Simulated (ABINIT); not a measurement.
A calculation with ABINIT 10.8.3 (patched build) of Si (ASE script, structure from a POSCAR):

The input run.py:

```python
import json, os
import numpy as np
from ase.units import GPa
from ase.calculators.abinit import Abinit, AbinitProfile
from ase.io import read

atoms = read('POSCAR')

profile = AbinitProfile(command='abinit', pp_paths=[os.path.abspath('pseudos')])
params = dict(
    pps='pawxml', xc='PBE',
    chksymtnons=0,
    tolsym=1e-06,
    ecut=408.1708,
    pawecutdg=816.3416,
    kptopt=1,
    ngkpt=[8, 8, 7],
    nshiftk=1,
    shiftk=[0.0, 0.0, 0.0],
    ixc=11,
    nband=10,
    occopt=3,
    tsmear=0.05,
    nstep=100,
    tolvrs=1e-09,
    prtwf=0,
    prtden=0,
)

atoms.calc = Abinit(profile=profile, directory='run', **params)
energy = atoms.get_potential_energy()
forces = atoms.get_forces()
stress = atoms.get_stress()
print(f'energy {energy:.6f} eV')
print('forces (eV/A)')
print(np.round(forces, 5))
print('stress (GPa, Voigt, tension positive)', np.round(stress / GPa, 4))
json.dump(dict(energy=energy, forces=forces.tolist(), stress=stress.tolist(), cell=atoms.cell.tolist(), frac=atoms.get_scaled_positions(wrap=False).tolist()), open('results.json', 'w'))
```

POSCAR

```
Si
1.0
    1.8377000000     -4.6347100000      0.0000000000
    1.8377000000      4.6347100000      0.0000000000
    0.0000000000      0.0000000000      3.6152000000
Si
3
Direct
    0.6714100000      0.3285900000      0.5000000000
    0.3285900000      0.6714100000      0.5000000000
    0.5000000000      0.5000000000      0.0000000000
```

Potentials or basis: JTH PAW PBE v2.0.

Run with:

```sh
$ python run.py
```

The cell was built by a generator and needn't be a form met in nature.

Question: Write the same calculation in another form: native input, structure from a POSCAR.

Answer: As run:

File run.abi:

```
pp_dirpath "./"
pseudos "Si.GGA_PBE-JTH.xml"

structure "poscar:POSCAR"
natom 3
chkprim 0
chksymtnons 0
tolsym 1.0e-6

ecut 15.0
pawecutdg 30.0

kptopt 1
ngkpt 8 8 7
nshiftk 1
shiftk 0.0 0.0 0.0

ixc 11

nband 10
occopt 3
tsmear 0.00183747

nstep 100
tolvrs 1.0e-9

iomode 3
prtwf 0
prtden 0
prteig 0
prtebands 0
enunit 2
```

POSCAR

```
Si
1.0
    1.8377000000     -4.6347100000      0.0000000000
    1.8377000000      4.6347100000      0.0000000000
    0.0000000000      0.0000000000      3.6152000000
Si
3
Direct
    0.6714100000      0.3285900000      0.5000000000  Si
    0.3285900000      0.6714100000      0.5000000000  Si
    0.5000000000      0.5000000000      0.0000000000  Si
```

Potentials or basis: JTH PAW PBE v2.0.

Command:

```bash
$ abinit run.abi > log 2>&1
```

Both were run:

|  | ASE script, structure from a POSCAR | native input, structure from a POSCAR |
| --- | --- | --- |
| Pressure | -0.1 GPa | -0.1 GPa |
| Largest force | 0.018 eV/Å | 0.018 eV/Å |
| Band gap on the k mesh | none (metal or under the smearing width) | none (metal or under the smearing width) |
| Valence electrons inside the program's atomic spheres | Si 1.52, 1.50 (radii [1.0104] Å) | Si 1.52, 1.50 (radii [1.0104] Å) |

Keys that steer only the numerical path or the files written may differ.
